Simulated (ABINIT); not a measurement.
Au:

```
Au
1.0
    -1.65727    1.65727    1.65727
     1.65727   -1.65727    1.65727
     1.65727    1.65727   -1.65727
Au
1
Cartesian
  0.0000 0.0000 0.0000
```

This isn't the form of Au at room conditions, which is fcc.

| Item | Value |
| --- | --- |
| Program | ABINIT 10.8.3 (patched build) |
| Task | relaxation of cell and atoms |
| Functional | PBEsol |
| Potentials or basis | PseudoDojo NC SR PBEsol v0.4.1 standard |
| Cutoff | 1034 eV |
| k mesh | 8 × 8 × 8 |
| Occupations | fermi-dirac, width 0.05 eV |
| Spin | no spin polarisation |

At the start: pressure -9.8 GPa; volume 18.21 Å³/atom.

Task: Where does the relaxation end?

Result: Over 5 steps the energy falls by 40.2 meV/atom and the volume is 16.99 Å³/atom (-6.7 %); space group Im-3m (No. 229, to 0.05 Å).

The path:
| step | energy change (eV) | largest force (eV/Å) | pressure (GPa) | volume (Å³) |
| --- | --- | --- | --- | --- |
| 1 | 0.0000 | 0.0000 | -9.77 | 18.21 |
| 2 | -0.0268 | 0.0000 | -6.04 | 17.67 |
| 3 | -0.0398 | 0.0000 | 1.16 | 16.88 |
| 4 | -0.0402 | 0.0000 | -0.10 | 17.00 |
| 5 | -0.0402 | 0.0000 | 0.00 | 16.99 |

Final structure:
```yaml
crystal:
  lattice:
    - [-1.61953, 1.61953, 1.61953]
    - [1.61953, -1.61953, 1.61953]
    - [1.61953, 1.61953, -1.61953]
  atoms:
    - { symbol: Au, position: [0.00000, 0.00000, 0.00000] }
```
